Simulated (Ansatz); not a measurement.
All numbers below come from DFT PBE, scalar-relativistic, plane waves, PAW (Ansatz 0.2.0). All cells share a 420 eV cutoff and Γ-centred k meshes spaced at most about 0.3 Å⁻¹ (about 0.25 or finer for metals, 2π included). No spin polarisation.

These are static total energies at zero pressure.

Two forms of SbSe5 were relaxed alike.

A.

Space group R3m:H (No. 160). a = 7.537 Å, b = 7.537 Å, c = 17.556 Å, α = 90.00°, β = 90.00°, γ = 120.00°
```tsv
atom	site	symmetry	x	y	z
Sb	3a	3m	0.3333	0.6667	0.8813
Se	9b	.m	0.4965	0.5035	0.4667
Se	3a	3m	0.3333	0.6667	0.7111
Se	3a	3m	0.3333	0.6667	0.5534
```

B.

Space group C2/m (No. 12). a = 8.092 Å, b = 5.576 Å, c = 8.767 Å, α = 90.00°, β = 115.76°, γ = 90.00°
```
atom  site  symmetry       x       y       z
  Sb    2c       2/m  0.0000  0.0000  0.5000
  Se    8j         1  0.8578  0.2576  0.7191
  Se    2a       2/m  0.0000  0.0000  0.0000
```

**Question.** Which would you expect to be lower, and how large is the difference?

**Answer.** They are level within the accuracy (2 meV/atom apart, with B the lower in these runs). A has space group R3m (No. 160), 48.0 Å³/atom and no gap on its mesh; B has space group C2/m (No. 12), 29.7 Å³/atom and no gap. Counting Se atoms around Sb (those within 1.25 times the shortest such distance or 1.15 times the sum of covalent radii; a plus sign parts nearer from farther groups), A has Sb 3+1 and B has Sb 8. A holds Se–Se bonds in all directions (shortest 2.62 Å); in B the shortest Se–Se distance is 2.64 Å, near bonding range too. Even the lower one lies +0.15 eV/atom against the reference forms of the elements (uncorrected), so neither is stable at this level. In A, Sb is surrounded by 3 Se at 2.64 Å and 1 Se at 2.99 Å; Se on a site of symmetry m has 2 Se at 2.62–2.72 Å and 1 Sb at 2.64 Å; around Se on a site of symmetry 3m lie 4 Se at 2.72–2.77 Å and 1 Sb at 2.99 Å; 1 more site not described. In B, around Sb lie 8 Se at 3.00–3.01 Å; Se on a site of symmetry 1 is surrounded by 2 Se at 2.64–2.70 Å, 1 Se at 2.87 Å, 2 Sb at 3.00–3.01 Å and 1 Se at 3.46 Å; around Se on a site of symmetry 2/m lie 4 Se at 2.64 Å. Both come from invented guesses. The lowest form computed isn't among them: it has space group P-3m1 (No. 164), 28.1 Å³/atom and lies 138 meV/atom below the best shown.

For metals, differences of a few meV/atom aren't resolved. These runs have no spin–orbit coupling, which can matter for Sb. In R3m, C2/m an odd number of electrons in the primitive cell allows no gap without spin; a larger cell or a magnetic state could open one. Cells relaxed within their symmetry can be saddle points. Some types were kept out of the candidates beforehand, so the set may lack a known form.

The near-degeneracy joins two very different bonding compromises. In A, Sb keeps three short bonds and one longer contact, as expected for Sb(III) with a stereochemically active lone pair. In B it has eight almost equal, long contacts, and its inversion-symmetric site rules out such a one-sided distortion. B probably makes up for the weaker individual Sb–Se bonds through their number and its denser packing.

Neither form gives selenium its preferred two short covalent bonds. Even the shortest Se–Se contacts are stretched well beyond a normal single bond, which suggests electron-rich multicentre bonding with partly occupied antibonding states. This probably explains much of the energy cost relative to the elements, where selenium forms two-coordinate chains or rings.

The tie doesn't establish a preference at ambient pressure, but compression should favour the much denser B. Missing dispersion attraction may also penalise B relative to the open A. Decomposition into Sb2Se3 and selenium, the natural competitor at this composition, remains untested here.
